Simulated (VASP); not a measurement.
# Re (Fm-3m) in VASP: settings compared, part 2 of 2

VASP 6.6.1.

## (4) Single point, AM05+D4, spin-orbit coupling, no magnetisation

Contents of run.py:

```python
from ase.calculators.vasp import Vasp
from ase.dft.bandgap import bandgap
from ase.io import read

atoms = read('Re.cif')
calc = Vasp(
    directory='calc',
    xc='am05',
    pp='PBE',
    setups='minimal',
    prec='Accurate',
    encut=500,
    ediff=1e-07,
    ismear=-1,
    sigma=0.1,
    lreal=False,
    lasph=True,
    nelm=80,
    algo='Fast',
    isif=2,
    lwave=False,
    lcharg=False,
    lnoncollinear=True,
    lorbit=11,
    lsorbit=True,
    gga_compat=False,
    lmaxmix=4,
    ivdw=13,
    kpts=[9, 9, 9],
    gamma=True,
)
atoms.calc = calc

print('energy (eV):', atoms.get_potential_energy())
print('free energy (eV):', atoms.get_potential_energy(force_consistent=True))
print('forces (eV/A):')
print(atoms.get_forces())
print('stress (eV/A^3, Voigt):', atoms.get_stress())
print('Fermi level (eV):', calc.get_fermi_level())
gap, top, bottom = bandgap(calc)
print('band gap (eV):', gap, 'from (spin, k, band)', top, 'to', bottom)
```

Contents of Re.cif:

```cif
data_Re
_cell_length_a 2.79307179
_cell_length_b 2.79307179
_cell_length_c 2.79307179
_cell_angle_alpha 60.00000000
_cell_angle_beta 60.00000000
_cell_angle_gamma 60.00000000
_space_group_name_H-M_alt 'P1'
_space_group_name_Hall 'P 1'
_space_group_IT_number 1
loop_
_space_group_symop_operation_xyz
'x,y,z'
loop_
_atom_site_label
_atom_site_type_symbol
_atom_site_symmetry_multiplicity
_atom_site_Wyckoff_symbol
_atom_site_fract_x
_atom_site_fract_y
_atom_site_fract_z
_atom_site_occupancy
Re1 Re 1 a 0.0000000000 0.0000000000 0.0000000000 1
```

Potentials or basis: VASP PAW PBE potentials, release 64 (Re).

Started as:

```sh
$ python run.py
```

Output:

```text
energy (eV): -13.73207331
free energy (eV): -13.74424287
forces (eV/A):
[[ 0. -0.  0.]]
stress (eV/A^3, Voigt): [1.49008341e-01 1.49007770e-01 1.49008146e-01 1.90072677e-07
 1.67234996e-07 2.59384636e-07]
Fermi level (eV): 7.37412362
band gap (eV): 0.0 from (spin, k, band) (None, None, None) to (None, None, None)
```

OUTCAR:

```text
ENCUT = 500.000000
   EDIFF = 1.00e-07
   GGA = AM
   PREC = Accurate
   ISIF = 2
   ISMEAR = -1
   LORBIT = 11
   NELM = 80
   IVDW = 13
   LASPH = .TRUE.
   LSORBIT = .TRUE.
   LNONCOLLINEAR = .TRUE.
   LREAL = .FALSE.

 ion  position               nearest neighbor table
   1  0.000  0.000  0.000-

  LATTYP: Found a face centered cubic cell.
 ALAT       =     3.9500000061

  Lattice vectors:

 A1 = (   2.7930717900,   0.0000000000,   0.0000000000)
 A2 = (   1.3965358950,   2.4188711247,   0.0000000000)
 A3 = (   1.3965358950,   0.8062903749,   2.2805335668)

Analysis of symmetry for initial positions (statically):
=====================================================================
 Subroutine PRICEL returns:
 Original cell was already a primitive cell.

 Routine SETGRP: Setting up the symmetry group for a
 face centered cubic supercell.

 Subroutine GETGRP returns: Found 48 space group operations
[... 853 lines left out ...]
 -----------------------------------------------------------------------------------------------
   0.432E-14 0.666E-15 -.143E-14   0.114E-15 0.704E-16 -.583E-15   0.000E+00 0.000E+00 0.000E+00   -.198E-14 0.152E-14 -.175E-15

 POSITION                                       TOTAL-FORCE (eV/Angst)
 -----------------------------------------------------------------------------------
      0.00000      0.00000      0.00000         0.000000     -0.000000      0.000000
 -----------------------------------------------------------------------------------
    total drift:                                0.000000      0.000000     -0.000000

--------------------------------------------------------------------------------------------------------

  FREE ENERGIE OF THE ION-ELECTRON SYSTEM (eV)
  ---------------------------------------------------
  free  energy   TOTEN  =       -13.7442428708 eV

  energy  without entropy=      -13.7199037595  energy(sigma->0) =      -13.73207332

--------------------------------------------------------------------------------------------------------

--------------------------------------------------------------------------------------------------------

 Spin-Orbit-Coupling matrix elements

 Ion:    1  E_soc:     -0.6721647
 l=   1
     0.0000000    -0.0412980    -0.0412980
    -0.0412980     0.0000000    -0.0412980
    -0.0412980    -0.0412980     0.0000000
 l=   2
     0.0000000    -0.0142690     0.0000000    -0.0142690    -0.0562551
    -0.0142690     0.0000000    -0.0421913    -0.0144743    -0.0142690
     0.0000000    -0.0421913     0.0000000    -0.0421914     0.0000000
    -0.0142690    -0.0144743    -0.0421914     0.0000000    -0.0142690
    -0.0562551    -0.0142690     0.0000000    -0.0142690     0.0000000
 l=   3
     0.0000000     0.0000000     0.0000000     0.0000000     0.0000000     0.0000000     0.0000000
     0.0000000     0.0000000     0.0000000     0.0000000     0.0000000     0.0000000     0.0000000
     0.0000000     0.0000000     0.0000000     0.0000000     0.0000000     0.0000000     0.0000000
     0.0000000     0.0000000     0.0000000     0.0000000     0.0000000     0.0000000     0.0000000
     0.0000000     0.0000000     0.0000000     0.0000000     0.0000000     0.0000000     0.0000000
     0.0000000     0.0000000     0.0000000     0.0000000     0.0000000     0.0000000     0.0000000
[... 22 lines left out ...]
# of ion       s       p       d       tot
------------------------------------------
    1       -0.000   0.000  -0.000  -0.000

=======================================================================
```

INCAR:

```text
ENCUT = 500.000000
SIGMA = 0.100000
EDIFF = 1.00e-07
ALGO = Fast
GGA = AM
PREC = Accurate
ISIF = 2
ISMEAR = -1
LMAXMIX = 4
LORBIT = 11
NELM = 80
IVDW = 13
LASPH = .TRUE.
LCHARG = .FALSE.
LWAVE = .FALSE.
LSORBIT = .TRUE.
LNONCOLLINEAR = .TRUE.
GGA_COMPAT = .FALSE.
LREAL = .FALSE.
```

Wall time 2.9 min (1 thread of Intel Xeon Platinum 8488C (Sapphire Rapids), shared host); peak memory 0.25 GiB.

Results:

```yaml
Free_energy: -13.7442 eV
Pressure: -23.9 GPa
Valence_electrons_inside_the_program's_atomic_spheres: Re 5.95
Dispersion_energy_per_atom: -0.395 eV
```

Caveat: so large a pressure means that the cell lies far from this level's equilibrium, or that cutoff or potentials fall short; the potentials were made for another functional, which shifts forces and pressure.

## (5) Single point, PBE

Contents of INCAR:

```
SYSTEM = Re
PREC = Accurate
ENCUT = 500
EDIFF = 1E-6
ISMEAR = 0
SIGMA = 0.05
LREAL = .FALSE.
LASPH = .TRUE.
NELM = 60
ALGO = Normal
ISIF = 2
LWAVE = .FALSE.
LCHARG = .FALSE.
GGA = PE
NBANDS = 10
```

Contents of KPOINTS:

```
Automatic mesh
0
G
  12 12 12
  0 0 0
```

Contents of POSCAR:

```
Re
2.7931
    0.000000000000      0.707099638395      0.707099638395
    0.707099638395      0.000000000000      0.707099638395
    0.707099638395      0.707099638395      0.000000000000
Re
1
Direct
    0.0000000000      0.0000000000      0.0000000000
```

Started as:

```sh
$ cat potpaw_PBE.64/Re/POTCAR > POTCAR
$ mpirun -np 1 vasp_std > vasp.out
```

Run time: 11 s. Hardware: 1 thread of Intel Xeon Platinum 8488C (Sapphire Rapids), shared host; peak memory 0.13 GiB.

The run converged. Its results:

* Free energy: -12.3529 eV
* Pressure: -9.8 GPa
* Band gap on the k mesh: none (metal or under the smearing width)

Levels at points of the mesh, in eV from the Fermi level:
| k point | band 1 | band 2 | band 3 | band 4 | band 5 | band 6 | band 7 | band 8 |
| --- | --- | --- | --- | --- | --- | --- | --- | --- |
| (0.00, 0.00, 0.00) | -9.77 | -1.76 | -1.76 | -1.76 | 1.21 | 1.21 | 13.91 | 19.31 |
| (0.50, 0.00, 0.00) | -6.51 | -1.95 | -1.95 | 0.19 | 3.58 | 3.58 | 9.35 | 13.40 |
| (0.50, 0.50, 0.00) | -6.39 | -5.56 | 2.65 | 3.53 | 4.27 | 4.27 | 11.95 | 11.95 |

## (6) The reference run

An earlier run on the cell as given: functional PBE; potentials or basis VASP PAW PBE potentials, release 64 (Re); cutoff 520 eV; k mesh 12 × 12 × 12; occupations fermi-dirac, width 0.05 eV; no spin polarisation.

- Pressure: -9.8 GPa
- Band gap on the k mesh: none (metal or under the smearing width)

## (7) The runs side by side

| level | spin | k mesh | cutoff (eV) | smearing | gap on the mesh (eV) | pressure (GPa) |
| --- | --- | --- | --- | --- | --- | --- |
| RPBE | off | 12 × 12 × 12 | 520 | gaussian 0.1 eV | none | -6.3 |
| AM05+D4 | SOC, no magnetisation | 9 × 9 × 9 | 500 | fermi-dirac 0.1 eV | - | -23.9 |
| PBE | off | 12 × 12 × 12 | 500 | gaussian 0.05 eV | none | -9.8 |
| PBE | off | 12 × 12 × 12 | 520 | fermi-dirac 0.05 eV | none | -9.8 |

Alike in all rows: task single point; potentials or basis VASP PAW PBE potentials, release 64 (Re); cell as given.

Every run on the cell as given and a fine mesh finds a metal. The pressure there spans -23.9 GPa (AM05+D4) to -6.3 GPa (RPBE); a positive pressure means that this level wants a larger cell, a negative one a smaller.

Caveats: the PAW data sets were made with another functional, which shifts forces and pressure a little (some runs); so large a pressure means that the cell lies far from this level's equilibrium, or that cutoff or potentials fall short (some runs); the potentials were made for another functional, which shifts forces and pressure (some runs).

Total energies depend on the potentials used, so only differences within one code and one set of settings carry meaning.
